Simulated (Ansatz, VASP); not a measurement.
One calculation of MgO, two programs

File INCAR:

```
PREC = Accurate
ENCUT = 520
EDIFF = 1E-6
ISMEAR = 0
SIGMA = 0.05
LREAL = F
LASPH = T
NELM = 80
ALGO = Normal
ISIF = 2
LWAVE = F
LCHARG = T
GGA = PS
LELF = T
LVHAR = T
NBANDS = 16
```

File KPOINTS:

```
regular mesh
0
Gamma
  8 8 6
```

The input POSCAR:

```
MgO
1.0
    0.0000000000     -2.1071057205     -2.1071057205
    0.0000000000      2.1071057205     -2.1071057205
    4.2142114411      0.0000000000      0.0000000000
Mg O
2 2
Direct
    0.4466092285      0.5533907715      0.5000000000
    0.0533907715     -0.0533907715      0.0000000000
    0.5299202588      0.4700797412      0.0000000000
   -0.0299202588      0.0299202588      0.5000000000
```

Input for Ansatz:

```yaml
crystal:
  lattice:
    - [0.0, -2.1071057205, -2.1071057205]
    - [0.0, 2.1071057205, -2.1071057205]
    - [4.2142114411, 0.0, 0.0]
  atoms:
    - { symbol: Mg, position: [0.4466092285, 0.5533907715, 0.5] }
    - { symbol: Mg, position: [0.0533907715, -0.0533907715, 0.0] }
    - { symbol: O, position: [0.5299202588, 0.4700797412, 0.0] }
    - { symbol: O, position: [-0.0299202588, 0.0299202588, 0.5] }
basis:
  ecutwfc: 420
kpoints:
  mp_grid: { grid: [8, 8, 6] }
hamiltonian:
  xc: pbesol
scf:
  occupations: { method: gaussian, width: 0.05 }
output:
  forces: true
  stress: true
  eigenvalues: true
```

Change from the starting cell: mode 4 (284.4 1/cm) frozen in, largest displacement +0.225 Å.

Alike in both runs: task single point; functional PBEsol; k mesh 8 × 8 × 6; occupations gaussian, width 0.05 eV; no spin polarisation.

|  | VASP | Ansatz |
| --- | --- | --- |
| version | VASP 6.6.1 | Ansatz 0.2.0 |
| potentials or method | VASP PAW PBE potentials, release 64 (Mg, O) | scalar-relativistic, plane waves, PAW |
| plane-wave cutoff (eV) | 520 | 420 |
| valence electrons in the cell | 16 | 32 |

Ansatz gave:

- gap on the k mesh at the Fermi level (eV): 4.38
- least direct gap on the mesh (eV): 4.38
- pressure (GPa): 1.4
- largest component of the traceless stress (GPa): 4.02
- rms of the force components (eV/Å): 0.735

Task: Which values does VASP return?

Result: gap on the k mesh at the Fermi level (eV): 4.38; least direct gap on the mesh (eV): 4.38; pressure (GPa): 1.0; largest component of the traceless stress (GPa): 4.07; rms of the force components (eV/Å): 0.742.

Atom by atom the forces differ by 0.007 eV/Å (rms over components). The two sets of potentials don't hold the same shells in valence.

Caveats: the PAW data sets were made with another functional, which shifts forces and pressure a little (VASP).
